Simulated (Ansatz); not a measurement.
# Every step of a relaxation of V (beta tin type)

DFT, PBE, PAW with Ansatz's default frozen-core files, scalar-relativistic (Ansatz 0.2.0); a Γ-centred 17×17×17 k mesh, Fermi–Dirac smearing of 0.05 eV, no spin polarisation. The run relaxes shape and atoms at held volume.

Command: `ansatz run input.yaml --threads 1 --pin off --max-ram 2048MiB --backend cpu --events-out ev --progress --plain --runs-dir out` It took 28 s on 1 thread of Arm Neoverse V1 (shared host), peak memory 0.4 GiB.

```yaml
crystal:
  lattice:
    - [-1.8718917432, 1.8718917432, 1.0385460783]
    - [1.8718917432, -1.8718917432, 1.0385460783]
    - [1.8718917432, 1.8718917432, -1.0385460783]
  atoms:
    - { symbol: V, position: [-0.375, -0.125, -0.25] }
    - { symbol: V, position: [0.375, 0.125, 0.25] }
kpoints:
  mp_grid: { grid: [17, 17, 17] }
scf:
  occupations: { method: fermi_dirac, width: 0.05 }
hamiltonian:
  xc: pbe
  pseudopotentials: { kind: paw }
output:
  forces: true
  stress: true
  write_density: true
  write_potential: true
  elf: true
  volumetric_format: npy
relax:
  f_tol: 0.005
  max_steps: 30
  cell: { stress_tol: 0.49, fix: [volume] }
```

Each step lists its free energy a cell above the last geometry, the pressure, the cell vectors (Å), and Cartesian positions (Å) with forces (eV/Å).

The first step:

```
step 1  dF = 24.43 meV  P = 344.3 GPa
  cell -1.8719 1.8719 1.0385  1.8719 -1.8719 1.0385  1.8719 1.8719 -1.0385
  V 0.0000 -0.9359 -0.2596   0.0000 0.0000 0.0000
  V 0.0000 0.9359 0.2596   0.0000 0.0000 0.0000
```

The structure type is held throughout; the real material can change phase at far lower pressure. At this compression frozen-core PAW has no all-electron check here.

The symmetry of the start is kept and no stability test is made, so the end need not be the stable phase.

Problem. Where does the relaxation end, and by which steps?

Solution. After 3 geometries, with conventional a, b, c = 3.705, 3.705, 2.121 Å, at 7.278 Å³/atom and 344.7 GPa in space group I4_1/amd, with a shortest distance of 1.927 Å. The further steps:
```
step 2  dF = 8.49 meV  P = 344.3 GPa
  cell -1.8638 1.8638 1.0476  1.8638 -1.8638 1.0476  1.8638 1.8638 -1.0476
  V 0.0000 -0.9319 -0.2619   0.0000 0.0000 0.0000
  V 0.0000 0.9319 0.2619   0.0000 0.0000 0.0000
step 3  dF = 0.00 meV  P = 344.6 GPa
  cell -1.8523 1.8523 1.0606  1.8523 -1.8523 1.0606  1.8523 1.8523 -1.0606
  V 0.0000 -0.9262 -0.2652   0.0000 0.0000 0.0000
  V 0.0000 0.9262 0.2652   0.0000 0.0000 0.0000
step 4  dF = -0.05 meV  P = 344.7 GPa  (same geometry on a basis chosen anew; earlier energies don't compare to the last digit)
  cell -1.8523 1.8523 1.0606  1.8523 -1.8523 1.0606  1.8523 1.8523 -1.0606
  V 0.0000 -0.9262 -0.2652   0.0000 0.0000 0.0000
  V 0.0000 0.9262 0.2652   0.0000 0.0000 0.0000
```
